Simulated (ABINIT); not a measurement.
# HfC (Fm-3m) in ABINIT: settings compared, part 2 of 2

ABINIT 10.8.3 (patched build). Earlier steps stand in the parts before.

## (5) Equation of state, BLYP+D3

run.abi reads:

```
# Datasets: one volume each
ndtset 7
getwfk -1
scalecart1 3*0.9795861087
scalecart2 3*0.9864848297
scalecart3 3*0.9932883884
scalecart4 3*1.0000000000
scalecart5 3*1.0066227096
scalecart6 3*1.0131594038
scalecart7 3*1.0196128224

# Pseudopotentials
pp_dirpath "./"
pseudos "Hf.GGA_PBE-JTH.xml, C.GGA_PBE-JTH.xml"

# Structure
acell 3.2880465325 3.2880465325 3.2880465325 Angstrom
rprim
     0.0000000000     0.7071067812     0.7071067812
     0.7071067812     0.0000000000     0.7071067812
     0.7071067812     0.7071067812     0.0000000000
ntypat 2
znucl 72 6
natom 2
typat 1 2
xred
     0.5000000000     0.5000000000     0.5000000000
     0.0000000000     0.0000000000     0.0000000000

# Plane-wave basis
ecut 544.227725 eV
pawecutdg 40.0

# k points
kptopt 1
ngkpt 10 10 10
nshiftk 1
shiftk 0.0 0.0 0.0

# Exchange and correlation
ixc -106131
vdw_xc 6

# Bands and occupations
nband 12
occopt 3
tsmear 0.05 eV

# SCF cycle
nstep 100
tolvrs 1.0e-9

# Output
iomode 3
prtwf 1
prtden 0
prteig 0
prtebands 0
```

Potentials or basis: JTH PAW PBE v2.0.

The run is started by

```console
$ abinit run.abi > log 2>&1
```

run.abo:

```text
.Version 10.8.3 of ABINIT
 DATASET    1 : space group Fm -3 m (#225); Bravais cF (face-center cubic)
================================================================================
 Values of the parameters that define the memory need for DATASET  1.
     intxc =       0    ionmov =       0      iscf =      17    lmnmax =      18
     lnmax =       6     mgfft =      27  mpssoang =       3    mqgrid =    3001
     natom =       2  nloc_mem =       2    nspden =       1   nspinor =       1
    nsppol =       1      nsym =      48    n1xccc =       1    ntypat =       2
    occopt =       3   xclevel =       2
       mpw =         692          nfft =       19683          nkpt =          47
 PAW method is used; the additional fine FFT grid is defined by:
   mgfftf=        36    nfftf =     46656
================================================================================
================================================================================
[... 71 lines left out ...]
 DATASET    7 : space group Fm -3 m (#225); Bravais cF (face-center cubic)
================================================================================
 Values of the parameters that define the memory need for DATASET  7.
     intxc =       0    ionmov =       0      iscf =      17    lmnmax =      18
     lnmax =       6     mgfft =      27  mpssoang =       3    mqgrid =    3001
     natom =       2  nloc_mem =       2    nspden =       1   nspinor =       1
    nsppol =       1      nsym =      48    n1xccc =       1    ntypat =       2
    occopt =       3   xclevel =       2
       mpw =         785          nfft =       19683          nkpt =          47
 PAW method is used; the additional fine FFT grid is defined by:
   mgfftf=        40    nfftf =     64000
================================================================================
================================================================================

--------------------------------------------------------------------------------
------------- Echo of variables that govern the present computation ------------
--------------------------------------------------------------------------------
 -outvars: echo values of preprocessed input variables --------
            acell      6.2135074357E+00  6.2135074357E+00  6.2135074357E+00 Bohr
              amu      1.78490000E+02  1.20110000E+01
             ecut      2.00000000E+01 Hartree
[... 1238 lines left out ...]
  is sufficient for exact treatment of convolution.
  Such a large boxcut is a waste : you could raise ecut
  e.g. ecut=   49.179660 Hartrees makes boxcut=2

--------------------------------------------------------------------------------

-inwffil : will read wavefunctions from disk file runo_DS6_WFK.nc

================================================================================
[... 141 lines left out ...]
-Cartesian components of stress tensor (GPa)         [Pressure= -1.3722E+01 GPa]
- sigma(1 1)=  1.37216774E+01  sigma(3 2)=  0.00000000E+00
- sigma(2 2)=  1.37216774E+01  sigma(3 1)=  0.00000000E+00
- sigma(3 3)=  1.37216774E+01  sigma(2 1)=  0.00000000E+00

== END DATASET(S) ==============================================================
================================================================================

 -outvars: echo values of variables after computation  --------
            acell      6.2135074357E+00  6.2135074357E+00  6.2135074357E+00 Bohr
           etotal1    -5.5803184226E+01
           etotal2    -5.5804576190E+01
           etotal3    -5.5805313699E+01
           etotal4    -5.5805450135E+01
           etotal5    -5.5805039689E+01
           etotal6    -5.5804118181E+01
           etotal7    -5.5802763634E+01
            fcart1    -0.0000000000E+00 -0.0000000000E+00 -0.0000000000E+00
                      -0.0000000000E+00 -0.0000000000E+00 -0.0000000000E+00
            fcart2    -0.0000000000E+00 -0.0000000000E+00 -0.0000000000E+00
                      -0.0000000000E+00 -0.0000000000E+00 -0.0000000000E+00
            fcart3    -0.0000000000E+00 -0.0000000000E+00 -0.0000000000E+00
                      -0.0000000000E+00 -0.0000000000E+00 -0.0000000000E+00
            fcart4    -0.0000000000E+00 -0.0000000000E+00 -0.0000000000E+00
                      -0.0000000000E+00 -0.0000000000E+00 -0.0000000000E+00
            fcart5    -0.0000000000E+00 -0.0000000000E+00 -0.0000000000E+00
                      -0.0000000000E+00 -0.0000000000E+00 -0.0000000000E+00
[... 38 lines left out ...]
                       0.0000000000E+00  0.0000000000E+00  0.0000000000E+00
           xangst1     2.2775377028E+00  2.2775377028E+00  2.2775377028E+00
                       0.0000000000E+00  0.0000000000E+00  0.0000000000E+00
           xangst2     2.2935772291E+00  2.2935772291E+00  2.2935772291E+00
                       0.0000000000E+00  0.0000000000E+00  0.0000000000E+00
           xangst3     2.3093955031E+00  2.3093955031E+00  2.3093955031E+00
                       0.0000000000E+00  0.0000000000E+00  0.0000000000E+00
           xangst4     2.3250000000E+00  2.3250000000E+00  2.3250000000E+00
                       0.0000000000E+00  0.0000000000E+00  0.0000000000E+00
           xangst5     2.3403977999E+00  2.3403977999E+00  2.3403977999E+00
                       0.0000000000E+00  0.0000000000E+00  0.0000000000E+00
           xangst6     2.3555956139E+00  2.3555956139E+00  2.3555956139E+00
                       0.0000000000E+00  0.0000000000E+00  0.0000000000E+00
           xangst7     2.3705998121E+00  2.3705998121E+00  2.3705998121E+00
                       0.0000000000E+00  0.0000000000E+00  0.0000000000E+00
             xred      5.0000000000E-01  5.0000000000E-01  5.0000000000E-01
                       0.0000000000E+00  0.0000000000E+00  0.0000000000E+00
 Calculation completed.
```

Wall time 75 s (1 thread of Arm Neoverse V2, shared host); peak memory 0.15 GiB.

Results:

| Quantity | Value |
| --- | --- |
| Equilibrium volume | 12.50 Å³/atom |
| Bulk modulus | 242 GPa |
| Pressure derivative of the bulk modulus | 3.7 (rough: it moves with the points fitted) |

Energy against volume, from the lowest point:
| volume (Å³/atom) | energy (meV/atom) |
| --- | --- |
| 11.814 | 30.83 |
| 12.065 | 11.89 |
| 12.317 | 1.86 |
| 12.568 | 0.00 |
| 12.819 | 5.58 |
| 13.071 | 18.12 |
| 13.322 | 36.55 |

Caveat: pressures at fixed basis lie under the slope of the energies; the PAW data sets were made with another functional, which shifts forces and pressure a little. Spin-orbit coupling is left out, which matters for the levels of Hf.

## (6) Equation of state, RPBE+D3

run.py reads:

```python
import json, os
import numpy as np
from ase.eos import EquationOfState
from ase.units import GPa
from ase.calculators.mixing import SumCalculator
from dftd3.ase import DFTD3
from ase.calculators.abinit import Abinit, AbinitProfile
from ase import Atoms

atoms = Atoms(['Hf', 'C'],
              cell=[[0.0, 2.325, 2.325], [2.325, 0.0, 2.325], [2.325, 2.325, 0.0]],
              scaled_positions=[[0.5, 0.5, 0.5], [0.0, 0.0, 0.0]],
              pbc=True)

profile = AbinitProfile(command='abinit', pp_paths=[os.path.abspath('pseudos')])
params = dict(
    pps='pawxml', xc='PBE',
    ecut=544.2277,
    pawecutdg=1088.4554,
    kptopt=1,
    ngkpt=[10, 10, 10],
    nshiftk=1,
    shiftk=[0.0, 0.0, 0.0],
    ixc=15,
    nband=12,
    occopt=3,
    tsmear=0.05,
    nstep=100,
    tolvrs=1e-09,
    prtwf=0,
    prtden=0,
)

cell0 = atoms.cell.copy()
volumes, energies = [], []
for i, x in enumerate([0.94, 0.96, 0.98, 1.0, 1.02, 1.04, 1.06]):
    atoms.set_cell(cell0 * x ** (1 / 3), scale_atoms=True)
    atoms.calc = SumCalculator([Abinit(profile=profile, directory=f'v{i}', **params), DFTD3(method='rpbe', damping='d3zero')])
    volumes.append(atoms.get_volume() / len(atoms))
    dft, disp = atoms.calc.mixer.calcs
    energies.append((dft.get_property('free_energy', atoms) + disp.get_property('energy', atoms)) / len(atoms))
    print(f'{x:5.2f} {volumes[-1]:10.5f} A^3/atom {energies[-1]:14.6f} eV/atom', flush=True)
    json.dump(dict(volumes=volumes, energies=energies), open('results.json', 'w'))
v0, e0, b0 = EquationOfState(volumes, energies, eos='vinet').fit()
print(f'V0 {v0:.4f} A^3/atom  E0 {e0:.6f} eV/atom  B0 {b0 / GPa:.2f} GPa')
```

Potentials or basis: JTH PAW PBE v2.0.

The run is started by

```console
$ python run.py
```

Run time: 92 s. Hardware: 1 thread of Arm Neoverse V2, shared host; peak memory 0.12 GiB.

The run converged. Its results:

```yaml
Equilibrium_volume: 12.45 Å³/atom
Bulk_modulus: 240 GPa
Pressure_derivative_of_the_bulk_modulus: "3.4 (rough: it moves with the points fitted)"
```

Energy against volume, from the lowest point:
| volume (Å³/atom) | energy (meV/atom) |
| --- | --- |
| 11.814 | 25.59 |
| 12.065 | 8.66 |
| 12.317 | 0.30 |
| 12.568 | 0.00 |
| 12.819 | 6.94 |
| 13.071 | 20.80 |
| 13.322 | 40.41 |

Caveat: pressures at fixed basis lie under the slope of the energies; the log and the count of SCF iterations are those of the last ABINIT call alone; the PAW data sets were made with another functional, which shifts forces and pressure a little. Spin-orbit coupling is left out, which matters for the levels of Hf.

## (7) For comparison

An earlier run on the cell as given: functional PBE; potentials or basis JTH PAW PBE v2.0; cutoff 517 eV; k mesh 10 × 10 × 10; occupations fermi-dirac, width 0.05 eV; no spin polarisation.

* Pressure: 0.0 GPa
* Band gap on the k mesh: none (metal or under the smearing width)
* Valence electrons inside the program's atomic spheres: Hf 9.59; C 2.43

## (8) The runs side by side

| task | level | potentials or basis | spin | cutoff (eV) | fine-grid cutoff | dispersion computed by | gap on the mesh (eV) | pressure (GPa) | V0 of scaled cells (Å³/atom) | B0 (GPa) |
| --- | --- | --- | --- | --- | --- | --- | --- | --- | --- | --- |
| band structure | LDA | JTH PAW LDA v2.0 | SOC, no magnetisation | 544 | 1088.46 eV | - | none | -12.5 | - | - |
| band structure | PBEsol | JTH PAW PBE v2.0 | off | 544 | 1088.46 eV | - | none | -6.6 | - | - |
| band structure | PW91 | JTH PAW PBE v2.0 | off | 544 | 1088.46 eV | - | none | -0.3 | - | - |
| equation of state | BLYP+D3 | JTH PAW PBE v2.0 | off | 544 | 1088.46 eV | - | - | - | 12.50 | 242 |
| equation of state | RPBE+D3 | JTH PAW PBE v2.0 | off | 544 | 1088.46 eV | simple-dftd3 1.7.0 | - | - | 12.45 | 240 |
| single point | PBE | JTH PAW PBE v2.0 | off | 517 | 1034.03 eV | - | none | 0.0 | - | - |

Alike in all rows: cell as given; k mesh 10 × 10 × 10; smearing fermi-dirac 0.05 eV.

Caveats: the PAW data sets were made with another functional, which shifts forces and pressure a little (some runs); spin-orbit coupling is left out, which moves the levels of the heavy elements (some runs); pressures at fixed basis lie under the slope of the energies (some runs).

Absolute energies hang on the potentials; compare differences alone.
